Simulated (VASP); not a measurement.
**Si (strained database structure): one PBE single-point calculation in two programs**

```
Si
1.0
     0.00000    2.58356    2.82320
     2.58356    0.00000    2.82320
     2.58356    2.58356    0.00000
Si
2
Direct
  0.25000 0.25000 0.25000
  0.00000 0.00000 0.00000
```

The two codes use different PAW datasets and cutoffs. VASP's cell holds 8 valence electrons and Ansatz's 8. Ansatz's stress includes a Pulay correction; VASP's doesn't.

Cutoffs: 520 eV in VASP, 420 eV in Ansatz. k meshes: 8×8×8 and 8×8×8.

```json
{"": "gap between bands v and c", "VASP": "-0.04 eV (bands overlap: a metal)", "Ansatz": "-0.04 eV (bands overlap: a metal)"}
{"": "least direct gap", "VASP": "2.15 eV", "Ansatz": "2.15 eV"}
{"": "pressure", "VASP": "8.3 GPa", "Ansatz": "8.4 GPa"}
```

Band v is the last that the valence electrons fill when counted band by band, and c is the next. Levels in eV from the top of v, Ansatz:

| point | v−1 | v | c | c+1 |
| --- | --- | --- | --- | --- |
| Γ | 0.00 | 0.00 | 2.28 | 2.28 |
| X | -3.47 | -3.47 | 0.11 | 0.11 |
| K | -4.83 | -2.29 | 1.39 | 4.74 |
| L | -1.97 | -1.01 | 1.14 | 3.09 |
| W | -4.33 | -4.33 | 4.22 | 4.22 |

VASP:

```json
{"point": "Γ", "v−1": "0.00", "v": "0.00", "c": "2.28", "c+1": "2.28"}
{"point": "X", "v−1": "-3.47", "v": "-3.47", "c": "0.11", "c+1": "0.11"}
{"point": "K", "v−1": "-4.83", "v": "-2.29", "c": "1.40", "c+1": "4.74"}
{"point": "L", "v−1": "-1.96", "v": "-1.01", "c": "1.14", "c+1": "3.10"}
{"point": "W", "v−1": "-4.33", "v": "-4.33", "c": "4.22", "c+1": "4.22"}
```
